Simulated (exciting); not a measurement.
Set up this calculation in exciting (release sodium), as the native input.

- Task: single point
- Functional: PBE
- Potentials or basis: all-electron LAPW+lo, shipped species files, valence relativity iora*
- rgkmax: 9
- k mesh: 11 × 11 × 11
- Occupations: gaussian, width 0.05 eV
- Spin: no spin polarisation
- outputlevel: low
- gmaxvr (cutoff of density and potential): 14 1/bohr
- lmaxapw (and lmaxmat): 10
- lmaxvr: 8
- nempty: 18
- Valence relativity: iora*
- epsengy: 1e-05 Ha
- epspot: 1e-05 Ha
- maxscl: 60
- Muffin-tin radii: Cu 2.0 bohr

The system is Cu.

```
Cu
1.0
     4.15887    0.00000    0.00000
    -3.44491    2.32999    0.00000
     0.00000    0.00000    2.47550
Cu
2
Direct
  0.86613 0.13387 0.75000
  0.13387 0.86613 0.25000
```

This isn't the form of Cu at room conditions, which is fcc.

The input as run:

input.xml

```xml
<input>
  <title>Cu</title>
  <structure speciespath="./" tshift="false">
    <crystal scale="1">
      <basevect>7.859133508231 0.000000000000 0.000000000000</basevect>
      <basevect>-6.509927559657 4.403046975557 0.000000000000</basevect>
      <basevect>0.000000000000 0.000000000000 4.678008555538</basevect>
    </crystal>
    <species speciesfile="Cu.xml" rmt="2">
      <atom coord="0.866133350000 0.133866650000 0.750000000000"/>
      <atom coord="0.133866650000 0.866133350000 0.250000000000"/>
    </species>
  </structure>
  <groundstate do="fromscratch" ngridk="11 11 11" rgkmax="9" gmaxvr="14" lmaxapw="10" lmaxmat="10" lmaxvr="8" xctype="GGA_PBE" stype="Gaussian" swidth="0.00183747" nempty="18" ValenceRelativity="iora*" epsengy="1e-05" epspot="1e-05" maxscl="60" tforce="true" outputlevel="low"/>
</input>
```

Potentials or basis: all-electron LAPW+lo, shipped species files, valence relativity iora*.

The run is started by

```bash
$ OMP_NUM_THREADS=1 exciting_smp
```

Results of the run:

| Item | Value |
| --- | --- |
| Largest force | 0.056 eV/Å |
| Band gap on the k mesh | none (metal or under the smearing width) |

Run time: 10 min on 1 thread of Arm Neoverse V2 (shared host), peak memory 0.14 GiB.
